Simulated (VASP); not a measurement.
# O2 in VASP: further runs

One molecule, O2, is run at these levels: PBEsol; tasks: relaxation of the atoms, single point.

Everything below comes from runs of VASP 6.6.1. Logs are shortened: lines on timing, memory, paths and dates and some standing lists are left out, and cuts for length are marked.

### 1 The structure

The cell holds a molecule in a box, 2 atoms: a = 10.000 Å, b = 10.500 Å, c = 11.000 Å, α = 90.00°, β = 90.00°, γ = 90.00°.

### 2 Relaxation of the atoms, PBEsol, collinear spin, ferromagnetic start

INCAR reads:

```
SYSTEM = O
ALGO = Normal
EDIFF = 1E-7
EDIFFG = -0.005
ENCUT = 520
GGA = PS
IBRION = 2
ISIF = 2
ISMEAR = 0
ISPIN = 2
ISYM = 0
LASPH = .True.
LCHARG = .False.
LORBIT = 11
LREAL = .False.
LWAVE = .False.
MAGMOM = 1 1
NELM = 100
NSW = 90
PREC = Accurate
SIGMA = 0.02
```

KPOINTS reads:

```
k-points
0
Gamma
  1 1 1
  0 0 0
```

POSCAR reads:

```
O
1.0
   10.0000000000      0.0000000000      0.0000000000
    0.0000000000     10.5000000000      0.0000000000
    0.0000000000      0.0000000000     11.0000000000
O
2
Direct
    0.5000000000      0.5000000000      0.4450000000
    0.5000000000      0.5000000000      0.5550000000
```

Potentials or basis: VASP PAW PBE potentials, release 64 (O).

Started as:

```
$ cat potpaw_PBE.64/O/POTCAR > POTCAR
$ mpirun -np 1 vasp_std > vasp.out
```

OUTCAR:

```text
SYSTEM = O
   EDIFF = 1E-7
   EDIFFG = -0.005
   ENCUT = 520
   GGA = PS
   IBRION = 2
   ISIF = 2
   ISMEAR = 0
   ISPIN = 2
   ISYM = 0
   LASPH = .True.
   LORBIT = 11
   LREAL = .False.
   NELM = 100
   NSW = 90
   PREC = Accurate

 ion  position               nearest neighbor table
   1  0.500  0.500  0.445-   2 1.21
   2  0.500  0.500  0.555-   1 1.21

IMPORTANT INFORMATION: All symmetrisations will be switched off!
NOSYMM: (Re-)initialisation of all symmetry stuff for point group C_1.

----------------------------------------------------------------------------------------

                                     Primitive cell

  volume of cell :    1155.0000

  direct lattice vectors                    reciprocal lattice vectors
    10.000000000  0.000000000  0.000000000     0.100000000  0.000000000  0.000000000
     0.000000000 10.500000000  0.000000000     0.000000000  0.095238095  0.000000000
     0.000000000  0.000000000 11.000000000     0.000000000  0.000000000  0.090909091

  length of vectors
    10.000000000 10.500000000 11.000000000     0.100000000  0.095238095  0.090909091

  position of ions in fractional coordinates (direct lattice)
     0.500000000  0.500000000  0.445000000
     0.500000000  0.500000000  0.555000000

  ion indices of the primitive-cell ions
   primitive index   ion index
                 1           1
                 2           2

----------------------------------------------------------------------------------------

 KPOINTS: k-points

Automatic generation of k-mesh.
 Grid dimensions read from file:
 generate k-points for:    1    1    1

 Generating k-lattice:

  Cartesian coordinates                     Fractional coordinates (reciprocal lattice)
     0.100000000  0.000000000  0.000000000     1.000000000  0.000000000  0.000000000
     0.000000000  0.095238095  0.000000000     0.000000000  1.000000000  0.000000000
     0.000000000  0.000000000  0.090909091     0.000000000  0.000000000  1.000000000

  Length of vectors
     0.100000000  0.095238095  0.090909091

  Shift w.r.t. Gamma in fractional coordinates (k-lattice)
     0.000000000  0.000000000  0.000000000

 Subroutine IBZKPT returns following result:
 ===========================================

 Found      1 irreducible k-points:

 Following reciprocal coordinates:
            Coordinates               Weight
  0.000000  0.000000  0.000000      1.000000
[... 37 lines left out ...]
     AMIX     =   0.40;   BMIX     =  1.00
     AMIX_MAG =   1.60;   BMIX_MAG =  1.00
  volume/ion in A,a.u.               =     577.50      3897.16
  Fermi-wavevector in a.u.,A,eV,Ry     =   0.357225  0.675056  1.736231  0.127609
  Thomas-Fermi vector in A             =   1.274455
   LORBIT       =     11    0 simple, 1 ext, 2 COOP (PROOUT), +10 PAW based schemes
   GGA     = PS    functional components
   LHFCALC =     F    Hartree Fock is set to
   AEXX    =    0.0000 exact exchange contribution
   IVDW    =     0    specifies the selected vdW correction
   LEPSILON=     F    determine dielectric tensor
   LRPA    =     F    only Hartree local field effects (RPA)
 conjugate gradient relaxation of ions
 spin polarized calculation
 Gauss-broadening in eV      SIGMA  =   0.02
  energy-cutoff  :      520.00
  volume of cell :     1155.00
 maximum number of plane-waves:     31095
 NGX is ok and might be reduce to    80
   NGX = 37   NGY = 39   NGZ = 41

--------------------------------------- Ionic step        1  -------------------------------------------

 number of electron      11.9999998 magnetization       1.9999998

 Free energy of the ion-electron system (eV)
  ---------------------------------------------------
  ext. energy  EPLUGINS =         0.00000000
  ---------------------------------------------------
  free energy    TOTEN  =       -10.26629434 eV

  energy without entropy =      -10.26629434  energy(sigma->0) =      -10.26629434

------------------------ aborting loop because EDIFF is reached ----------------------------------------

  FORCE on cell =-STRESS in cart. coord.  units (eV):
  Direction    XX          YY          ZZ          XY          YZ          ZX
  --------------------------------------------------------------------------------------
  -------------------------------------------------------------------------------------
  Total       -0.0723662     -0.0745793      1.5930611      0.0000000     -0.0000000     -0.0000001
  in kB       -0.1003840     -0.1034540      2.2098410      0.0000001     -0.0000000     -0.0000001
  external PRESSURE =       0.6686677 kB  Pullay stress =       0.0000000 kB
[... 95 lines left out ...]
--------------------------------------- Ionic step        4  -------------------------------------------

 number of electron      11.9999998 magnetization       1.9999999

 Free energy of the ion-electron system (eV)
  ---------------------------------------------------
  ext. energy  EPLUGINS =         0.00000000
  ---------------------------------------------------
  free energy    TOTEN  =       -10.27792477 eV

  energy without entropy =      -10.27792477  energy(sigma->0) =      -10.27792477

 E-fermi :  -6.6348     XC(G=0):  -0.4748

 val. band max:       -6.8040953460   @ k =   0.0000   0.0000   0.0000
 cond. band min:      -4.5428811374   @ k =   0.0000   0.0000   0.0000
 fundamental gap:      2.2612142087
 Fermi energy:        -6.6348297392

 spin component 1

 k-point     1 :       0.0000    0.0000    0.0000
  band No.  band energies     occupation
      1     -32.5393      1.00000
      2     -20.3943      1.00000
      3     -13.3662      1.00000
      4     -13.2662      1.00000
      5     -13.2662      1.00000
      6      -6.8041      1.00000
      7      -6.8041      1.00000
      8      -0.2455      0.00000
      9       0.7480      0.00000
     10       1.0300      0.00000
     11       1.0596      0.00000
 Fermi energy:        -6.6348297392

 spin component 2

 k-point     1 :       0.0000    0.0000    0.0000
  band No.  band energies     occupation
      1     -31.2802      1.00000
      2     -18.6117      1.00000
      3     -12.3458      1.00000
      4     -11.4280      1.00000
      5     -11.4280      1.00000
      6      -4.5429      0.00000
      7      -4.5429      0.00000
      8      -0.1517      0.00000
      9       0.9508      0.00000
     10       1.0898      0.00000
     11       1.1649      0.00000
[... 27 lines left out ...]
  FREE ENERGIE OF THE ION-ELECTRON SYSTEM (eV)
  ---------------------------------------------------
  free  energy   TOTEN  =       -10.2779247749 eV

  energy  without entropy=      -10.2779247749  energy(sigma->0) =      -10.27792477

 reached required accuracy - stopping structural energy minimisation

 total charge

# of ion       s       p       d       tot
------------------------------------------
    1        1.609   3.281   0.000   4.890
    2        1.609   3.281   0.000   4.890
--------------------------------------------------
tot          3.217   6.563   0.000   9.780

 magnetization (x)

# of ion       s       p       d       tot
------------------------------------------
    1        0.009   0.800   0.000   0.809
    2        0.009   0.800   0.000   0.809
--------------------------------------------------
tot          0.018   1.600   0.000   1.618
```

OSZICAR:

```text
N       E                     dE             d eps       ncg     rms          rms(c)
DAV:   1     0.110059440292E+03    0.11006E+03   -0.29809E+03    60   0.585E+02
DAV:   2     0.402028245688E+02   -0.69857E+02   -0.64650E+02    64   0.124E+02
[... 73 lines left out ...]
DAV:   2    -0.102779142434E+02    0.99806E-05   -0.16768E-05    47   0.420E-02    0.602E-03
DAV:   3    -0.102779227179E+02   -0.84745E-05   -0.98852E-07    44   0.107E-02    0.265E-03
DAV:   4    -0.102779237546E+02   -0.10367E-05   -0.35962E-07    50   0.531E-03    0.928E-04
DAV:   5    -0.102779243820E+02   -0.62737E-06   -0.31431E-08    50   0.208E-03    0.475E-04
DAV:   6    -0.102779246776E+02   -0.29555E-06   -0.65496E-09    53   0.111E-03    0.130E-04
DAV:   7    -0.102779247749E+02   -0.97296E-07   -0.25120E-09    50   0.760E-04
   4 F= -.10277925E+02 E0= -.10277925E+02  d E =-.116304E-01  mag=     2.0000
```

CONTCAR:

```text
O
   1.00000000000000
    10.0000000000000000    0.0000000000000000    0.0000000000000000
     0.0000000000000000   10.5000000000000000    0.0000000000000000
     0.0000000000000000    0.0000000000000000   11.0000000000000000
  O
     2
Direct
     0.4999999999888912    0.4999999999961659    0.4442169984804309
     0.5000000000111088    0.5000000000038340    0.5557830015195691

  0.00000000E+00  0.00000000E+00  0.00000000E+00
  0.00000000E+00  0.00000000E+00  0.00000000E+00
```

Run time: 6.6 min. Hardware: 1 thread of AMD EPYC 9R14 (Zen 4), shared host; peak memory 1.3 GiB.

What came out:

* Free energy: -10.2779 eV
* Energy gained by relaxing: 5.8 meV/atom
* Ionic steps: 4
* Largest force after relaxing: 0.003 eV/Å
* Gap between the frontier levels: 2.26 eV
* Net moment: 2.00 μB per cell
* Site moments: O +0.81 μB
* Valence electrons inside the program's atomic spheres: O 4.89

Forces in eV/Å, atoms in the order of the input:
```
O    0.000  0.000  0.003
O    0.000  0.000 -0.003
```

The path:
```tsv
step	energy change (eV)	largest force (eV/Å)	pressure (GPa)
1	0.0000	1.3824	0.07
2	0.3757	5.8057	-0.37
3	-0.0116	0.0495	-0.01
4	-0.0116	0.0031	-0.01
```

Final structure:
```
O
1.0
    10.00000    0.00000    0.00000
     0.00000   10.50000    0.00000
     0.00000    0.00000   11.00000
O
2
Direct
  0.50000 0.50000 0.44422
  0.50000 0.50000 0.55578
```

Levels at points of the mesh, in eV from the valence-band top:
Spin up:
```csv
k point,band 5,band 6,band 7,band 8,band 9,band 10
"(0.00, 0.00, 0.00)",-6.46,0.00,0.00,6.56,7.55,7.83
```
Spin down:
```
           k point  band 1  band 2  band 3  band 4  band 5  band 6  band 7  band 8  band 9  band 10
(0.00, 0.00, 0.00)  -24.48  -11.81   -5.54   -4.62   -4.62    2.26    2.26    6.65    7.75     7.89
```

Caveat: the standard files for N, O and F lose accuracy on very short bonds; the PAW data sets were made with another functional, which shifts forces and pressure a little. PBEsol gaps usually lie below the measured ones, often by a third to a half.

[end of part 1 of 2]
